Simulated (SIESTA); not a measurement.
CdGeAs2 under changes of volume

One of the cells (25.301 Å³/atom); the others are scaled copies at fixed shape and fractional positions:

```
Cd As Ge
1.0
    -2.98887    2.98887    5.66430
     2.98887   -2.98887    5.66430
     2.98887    2.98887   -5.66430
Cd As Ge
2 4 2
Direct
  0.50000 0.50000 0.00000
  0.25000 0.75000 0.50000
  0.09622 0.12500 0.47122
  0.37500 0.90378 0.02878
  0.65378 0.62500 0.52878
  0.87500 0.34622 0.97122
  0.75000 0.25000 0.50000
  0.00000 0.00000 0.00000
```

The cell is a database's computed one.

| Quantity | Value |
| --- | --- |
| Program | SIESTA 5.4.2 |
| Functional | LDA |
| Potentials or basis | PseudoDojo 0.4 standard (LDA files) |
| Basis | DZP (energy shift 0.003 Ry; two zetas on semicore shells) |
| Grid cutoff | 800 Ry |
| Energy shift | 0.003 Ry |
| k mesh | 4 × 4 × 4 |
| Occupations | fermi-dirac, width 0.05 eV |
| Spin | no spin polarisation |

```csv
volume (Å³/atom),energy over the lowest point (meV/atom),pressure (GPa),gap on the mesh (eV),largest force (eV/Å)
23.783,4.46,2.2,0.11,0.512
24.289,0.00,0.7,0.23,0.497
24.795,0.13,-0.7,0.23,0.479
25.301,?,?,?,?
25.807,12.31,-3.0,0.22,0.443
26.313,23.48,-4.0,0.22,0.424
26.819,37.51,-4.9,0.21,0.405
```

**Question.** What does the run at 25.301 Å³/atom give?

**Answer.** Energy over the lowest point 4.40 meV/atom; pressure -1.9 GPa; gap on the mesh 0.22 eV; largest force 0.461 eV/Å.

Worked out: A Birch-Murnaghan fit of order 3 (a polynomial in V^(-2/3)) to the other rows has its minimum at 24.52 Å³/atom with B0 = V·E''(V) = 67 GPa and B' = 4.7 at fixed shape and positions, which overstates the stiffness. It gives 4.40 meV/atom at 25.301 Å³/atom, against the run's 4.40, and -dE/dV = -2.0 GPa, against -1.9. The gap follows no smooth curve through the other rows.

Energies are extrapolated to zero smearing.

Caveats: the basis of atomic orbitals isn't converged, which shifts pressures, moduli and gaps.

A mesh can miss the band edges. Spin-orbit coupling on As, Cd, Ge is left out.
